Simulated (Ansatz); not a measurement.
The system is NaH.

```
CELL_PARAMETERS angstrom
0.00000 2.44000 2.44000
2.44000 0.00000 2.44000
2.44000 2.44000 0.00000
ATOMIC_POSITIONS crystal
Na 0.00000 0.00000 0.00000
H 0.50000 0.50000 0.50000
```

Base run:

- Program: Ansatz 0.2.0
- Functional: PBE0
- Potentials or basis: Ansatz PAW
- Cutoff: 420 eV (not typed: the program's choice for these potentials)
- k mesh: 6 × 6 × 6
- Occupations: fermi-dirac, width 0.05 eV
- Spin: no spin polarisation

Its results: band gap on the k mesh 5.51 eV, indirect (least direct gap 6.41 eV); pressure -1.0 GPa.

Question: The run is repeated on the same cell with these changes: functional from PBE0 to HSE06. What comes out?

Answer: Band gap on the k mesh 4.79 eV, indirect (least direct gap 5.68 eV); pressure -1.0 GPa.

Caveats: the PAW data sets come from PBE, with cores solved anew for the run's functional, which leaves a small shift of forces and pressure; the thresholds are loose for stress.

A k mesh can miss the band edges.
